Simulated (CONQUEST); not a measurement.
# Ti (P-1) in CONQUEST: convergence with scf tolerance

Aim: find how far scf tolerance must go before the results for Ti settle, at LDA. This setting moves, with any that are tied to it; all else stays.

Everything below comes from runs of CONQUEST 1.3. Logs are shortened: lines on timing, memory, paths and dates and some standing lists are left out, and cuts for length are marked.

### Step 1. The cell of the first run

The typed cell holds 2 atoms: a = 3.282 Å, b = 3.282 Å, c = 3.282 Å, α = 90.00°, β = 90.00°, γ = 90.00°.

This isn't the form of Ti at room conditions, which is hcp.

The cell isn't the ideal one: atoms moved at random.

### Step 2. With scf tolerance 0.01

Contents of Conquest_input:

```
IO.Title Ti
IO.Coordinates coords.dat
IO.FractionalAtomicCoords T
IO.Iprint 2
IO.Iprint_init 1
General.NumberOfSpecies 1
General.PseudopotentialType hamann
AtomMove.TypeOfRun static
AtomMove.FullStress T
Grid.GridCutoff 150
DM.SolutionMethod diagon
Diag.MPMesh T
Diag.GammaCentred T
Diag.MPMeshX 4
Diag.MPMeshY 4
Diag.MPMeshZ 4
Diag.kT 0.00183747
minE.SCTolerance 0.01
SC.MaxIters 100
IO.AtomChargeOutput T
%block ChemicalSpeciesLabel
1 47.880 Ti
%endblock
```

Contents of coords.dat:

```
    6.2020811410     0.0000000000     0.0000000000
    0.0000000000     6.2020811410     0.0000000000
    0.0000000000     0.0000000000     6.2020811410
2
 -0.0071990000   0.0024210000  -0.0116400000 1 T T T
  0.4919350000   0.5119850000   0.5083750000 1 T T T
```

Potentials or basis: PseudoDojo NC LDA, DZP, grid cutoff 150 Ha.

Started as:

```console
$ OMP_NUM_THREADS=1 Conquest
```

It took 26 s on 1 thread of Intel Xeon 6975P-C (Granite Rapids), shared host; peak memory 0.73 GiB.

What came out:

* Free energy: -3229.3506 eV
* Pressure: -89.9 GPa
* Largest force: 0.265 eV/Å
* Band gap on the k mesh: none (metal or under the smearing width)

### Step 3. With scf tolerance 0.001

Changes to Conquest_input since step 2:

```diff
@@ -17,3 +17,3 @@
 Diag.kT 0.00183747
-minE.SCTolerance 0.01
+minE.SCTolerance 0.001
 SC.MaxIters 100
```

coords.dat is that of step 2.

Potentials or basis: PseudoDojo NC LDA, DZP, grid cutoff 150 Ha.

Started as:

```console
$ OMP_NUM_THREADS=1 Conquest
```

Wall time 30 s (1 thread of Intel Xeon 6975P-C (Granite Rapids), shared host); peak memory 0.72 GiB.

Results:

```
Free energy            : -3229.0707 eV
Pressure               : 5.3 GPa
Largest force          : 1.260 eV/Å
Band gap on the k mesh : none (metal or under the smearing width)
```

### Step 4. With scf tolerance 0.0001

Changes to Conquest_input since step 3:

```diff
@@ -17,3 +17,3 @@
 Diag.kT 0.00183747
-minE.SCTolerance 0.001
+minE.SCTolerance 0.0001
 SC.MaxIters 100
```

coords.dat is that of step 3.

Started as:

```console
$ OMP_NUM_THREADS=1 Conquest
```

It took 36 s on 1 thread of Intel Xeon 6975P-C (Granite Rapids), shared host; peak memory 0.72 GiB.

What came out:

```yaml
Free_energy: -3229.0607 eV
Pressure: -8.8 GPa
Largest_force: 0.209 eV/Å
Band_gap_on_the_k_mesh: none (metal or under the smearing width)
```

### Step 5. With scf tolerance 1e-05

Changes to Conquest_input since step 4:

```diff
@@ -17,3 +17,3 @@
 Diag.kT 0.00183747
-minE.SCTolerance 0.0001
+minE.SCTolerance 1e-05
 SC.MaxIters 100
```

coords.dat is that of step 4.

Started as:

```console
$ OMP_NUM_THREADS=1 Conquest
```

Wall time 46 s (1 thread of Intel Xeon 6975P-C (Granite Rapids), shared host); peak memory 0.72 GiB.

Results:

```
Free energy            : -3229.0607 eV
Pressure               : -9.0 GPa
Largest force          : 0.054 eV/Å
Band gap on the k mesh : none (metal or under the smearing width)
```

### Step 6. With scf tolerance 1e-06

Changes to Conquest_input since step 5:

```diff
@@ -17,3 +17,3 @@
 Diag.kT 0.00183747
-minE.SCTolerance 1e-05
+minE.SCTolerance 1e-06
 SC.MaxIters 100
```

coords.dat is that of step 5.

Potentials or basis: PseudoDojo NC LDA, DZP, grid cutoff 150 Ha.

Started as:

```console
$ OMP_NUM_THREADS=1 Conquest
```

It took 52 s on 1 thread of Intel Xeon 6975P-C (Granite Rapids), shared host; peak memory 0.72 GiB.

Results:

```
Free energy            : -3229.0607 eV
Pressure               : -9.0 GPa
Largest force          : 0.039 eV/Å
Band gap on the k mesh : none (metal or under the smearing width)
```

### Step 7. With scf tolerance 1e-07

Changes to Conquest_input since step 6:

```diff
@@ -17,3 +17,3 @@
 Diag.kT 0.00183747
-minE.SCTolerance 1e-06
+minE.SCTolerance 1e-07
 SC.MaxIters 100
```

coords.dat is that of step 6.

Started as:

```console
$ OMP_NUM_THREADS=1 Conquest
```

Wall time 50 s (1 thread of Intel Xeon 6975P-C (Granite Rapids), shared host); peak memory 0.72 GiB.

Results:

| Quantity | Value |
| --- | --- |
| Free energy | -3229.0607 eV |
| Pressure | -9.0 GPa |
| Largest force | 0.040 eV/Å |
| Band gap on the k mesh | none (metal or under the smearing width) |

### Step 8. With scf tolerance 1e-08

Changes to Conquest_input since step 7:

```diff
@@ -17,3 +17,3 @@
 Diag.kT 0.00183747
-minE.SCTolerance 1e-07
+minE.SCTolerance 1e-08
 SC.MaxIters 100
```

coords.dat is that of step 7.

Started as:

```console
$ OMP_NUM_THREADS=1 Conquest
```

Wall time 70 s (1 thread of Intel Xeon 6975P-C (Granite Rapids), shared host); peak memory 0.72 GiB.

Results:

```yaml
Free_energy: -3229.0607 eV
Pressure: -9.0 GPa
Largest_force: 0.040 eV/Å
Band_gap_on_the_k_mesh: none (metal or under the smearing width)
```

### Step 9. With scf tolerance 1e-09

Changes to Conquest_input since step 8:

```diff
@@ -17,3 +17,3 @@
 Diag.kT 0.00183747
-minE.SCTolerance 1e-08
+minE.SCTolerance 1e-09
 SC.MaxIters 100
```

coords.dat is that of step 8.

Potentials or basis: PseudoDojo NC LDA, DZP, grid cutoff 150 Ha.

Started as:

```console
$ OMP_NUM_THREADS=1 Conquest
```

What it wrote:

```text
Simulation cell dimensions:     6.2021 a0 x     6.2021 a0 x     6.2021 a0

      Atomic coordinates (a0)
         Atom         X         Y         Z  Species
            1    6.1574    0.0150    6.1299        1
            2    3.0510    3.1754    3.1530        1

         Monkhorst-Pack mesh:   4 x   4 x   4 gamma-centred
        This calculation includes non-local pseudopotentials,
         with a maximum core radius of      8.12936695

    Job title: Ti
    Job to be run: static calculation

[... 5 lines left out ...]
      Using Fermi-Dirac smearing

    Integration grid size:     36 x   36 x   36

    Integration grid spacing:  0.172 a0 x 0.172 a0 x 0.172 a0

    Number of species:  1
    --------------------------------------------------------
    |   #  mass (au)  Charge (e)  SF Rad (a0)  NSF  Label  |
    --------------------------------------------------------
    |   1     47.880      12.000        8.442   19  Ti     |
    --------------------------------------------------------
          SCF tolerance:                 0.00000000
          SCF iterations:               100

    LibXC version:  6. 2. 2
    Using the LDA functional Slater exchange
    Using the LDA functional Perdew & Wang

           radial cut-off to be used is taken to be max PAO cut-off radius for this species:    8.129367

           greatest ang. mom. for making density from PAOs:  2
    Minimum blocs/proc is      729. Maximum blocs/proc is      729
    set_atom_dens: In set_atomic_density, electrons :      24.000000000000
 matrix_size & matrix_size_padH =           38          38

    Screened ion int: energy:     -91.670056786784 Ha

    new_SC_potl: Starting.  Tolerance:  0.10000E-08

    PulayMixSC: Starting Pulay mixing, A_up =  0.500 A_dn =  0.500
    PulayMixSC: Spin non-polarised calculation.
          Harris-Foulkes Energy            :      -118.673819576769034 Ha
          GroundState Energy (E-(1/2)TS)   :      -118.675132185431579 Ha
          Free Energy (E-TS)               :      -118.676444794094138 Ha
          DFT Total Energy                 :      -118.648543081602611 Ha
          Total number of electrons        :        24.000000000000103
    PulayMixSC: Pulay iteration     1 residual:              0.31898E-02
          Harris-Foulkes Energy            :      -118.663761680218144 Ha
          GroundState Energy (E-(1/2)TS)   :      -118.664960292428773 Ha
          Free Energy (E-TS)               :      -118.666158904639403 Ha
          DFT Total Energy                 :      -118.662894364843382 Ha
          Total number of electrons        :        24.000020303713395
    PulayMixSC: Pulay iteration     2 residual:              0.76677E-03
          Harris-Foulkes Energy            :      -118.663389347748932 Ha
          GroundState Energy (E-(1/2)TS)   :      -118.664591411059334 Ha
          Free Energy (E-TS)               :      -118.665793474369721 Ha
          DFT Total Energy                 :      -118.663387771795385 Ha
          Total number of electrons        :        24.000027843985887
[... 52 lines left out ...]
          DFT Total Energy                 :      -118.663386955470415 Ha
          Total number of electrons        :        24.000040110669463
    PulayMixSC: Pulay iteration    12 residual:              0.20036E-07
          Harris-Foulkes Energy            :      -118.663386904772210 Ha
          GroundState Energy (E-(1/2)TS)   :      -118.664590020334131 Ha
          Free Energy (E-TS)               :      -118.665793135896038 Ha
          DFT Total Energy                 :      -118.663386904771755 Ha
          Total number of electrons        :        24.000040273398085
    PulayMixSC: Pulay iteration    13 residual:              0.58915E-08
          Harris-Foulkes Energy            :      -118.663386888423076 Ha
          GroundState Energy (E-(1/2)TS)   :      -118.664590004005291 Ha
          Free Energy (E-TS)               :      -118.665793119587519 Ha
          DFT Total Energy                 :      -118.663386888423048 Ha
          Total number of electrons        :        24.000040555929033
    PulayMixSC: Pulay iteration    14 residual:              0.68642E-09
    PulayMixSC: Reached SCF tolerance of  0.68642E-09 after     14 iterations
      | Number of electrons      =        24.000041
      |* band energy as 2Tr[K.H] =       -29.831345479764295 Ha
      |  screened ion-ion energy =       -91.670056786783519 Ha
      |  Ha correction           =         0.726948349515262 Ha
      |  XC correction           =         2.111067025792365 Ha
      | GS Energy as E-(1/2)TS   =      -118.664590004005291 Ha
      | Free Energy as E-TS      =      -118.665793119587519 Ha
      |* Harris-Foulkes energy   =      -118.663386888423076 Ha
      |* DFT total energy        =      -118.663386888423048 Ha
      |  estimated accuracy      =        -0.000000000000028 Ha

    force: Forces on atoms (Ha/a0)
    force:  Atom   X              Y              Z
    force:     1  -0.0000423418  -0.0002097936   0.0007459838
    force:     2  -0.0001520945   0.0003021902  -0.0006637729

    force: Maximum force :        0.00074598(Ha/a0) on atom         1 in z direction
    force: Force Residual:        0.00076070 Ha/a0
    force: Total stress:          9.30297647     0.01845507     0.03183405 GPa
                             0.01845507     9.13638912    -0.38665626
                             0.03183405    -0.38665626     8.60242295
    force: Average pressure:     -9.01392951 GPa

    force: Finished force
    get_E_and_F: Change in energy during last step of electronic optimisation:  0.16349E-07

    BIBLIOGRAPHY: Please consider citing the following references in the conquest.bib file

    CONQUEST:         Bowler2002pt, Miyazaki2004, Nakata2020
    Basis:            Bowler2019
    DM:               Bowler:2006xr
    Pseudopotentials: Hamann2013, Bowler2019
    XC references from LibXC:
      P. A. M. Dirac.,  Math. Proc. Cambridge Philos. Soc. 26, 376 (1930)
```

Run time: 72 s. Hardware: 1 thread of Intel Xeon 6975P-C (Granite Rapids), shared host; peak memory 0.73 GiB.

Results:

| Quantity | Value |
| --- | --- |
| Free energy | -3229.0607 eV |
| Pressure | -9.0 GPa |
| Largest force | 0.040 eV/Å |
| Band gap on the k mesh | none (metal or under the smearing width) |

### Step 10. The series at a glance

```csv
scf tolerance,"energy less the tightest run, at zero smearing (meV/atom)",pressure (GPa),largest force (eV/Å),SCF cycles,CPU time (s),peak memory (GiB)
0.01,-143.43,-89.87,0.265,1,26,0.73
0.001,-5.04,5.32,1.260,2,30,0.72
0.0001,0.00,-8.83,0.209,4,36,0.72
1e-05,0.00,-8.99,0.054,6,46,0.72
1e-06,0.00,-9.01,0.039,8,52,0.72
1e-07,0.00,-9.01,0.040,9,50,0.72
1e-08,0.00,-9.01,0.040,13,70,0.72
1e-09,0.00,-9.01,0.040,14,72,0.73
```

Against the tightest run, the energy stays within 1 meV/atom from 0.0001 on; the pressure stays within 0.1 GPa from 1e-05 on; the largest force stays within 0.005 eV/Å from 1e-06 on. The tightest run that finished is the yardstick and may itself not be fully converged.

Caveats: all runs use coarse meshes; the basis of atomic orbitals isn't converged, which shifts pressures, moduli and gaps.
